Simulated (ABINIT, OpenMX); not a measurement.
## C: 3 runs at one level of theory

```
CELL_PARAMETERS angstrom
0.00000 1.78337 1.78337
1.78337 0.00000 1.78337
1.78337 1.78337 0.00000
ATOMIC_POSITIONS crystal
C 0.75000 0.75000 0.75000
C 0.50000 0.50000 0.50000
```

Alike in all runs: task band structure; functional LDA; k mesh 13 × 13 × 13; occupations fermi-dirac, width 0.05 eV; no spin polarisation; no spin-orbit coupling. LDA stands for any of its common fits. Pressure is positive in compression and, in plane waves, holds the error of the finite cutoff. Gaps are the smaller of the mesh's and the band path's.

| program and potentials | plane-wave cutoff (eV) | notes | band gap (eV) | pressure (GPa) |
| --- | --- | --- | --- | --- |
| OpenMX, OpenMX 2013 LDA set, C6.0-s2p2d1, grid cutoff 300 Ry | - | atomic basis | 4.24 | -10.10 |
| ABINIT, JTH PAW LDA v2.0 | 544 | - | 4.10 | -13.80 |
| ABINIT, PseudoDojo NC SR LDA v0.4.1 standard | 1116 | - | ? | ? |

Problem. Estimate from the other rows what the run with ABINIT, PseudoDojo NC SR LDA v0.4.1 standard gave.

Solution. Band gap 4.14 eV; pressure -11.13 GPa. The other rows, which needn't bracket it: band gap 4.10 to 4.24; pressure -13.80 to -10.10.
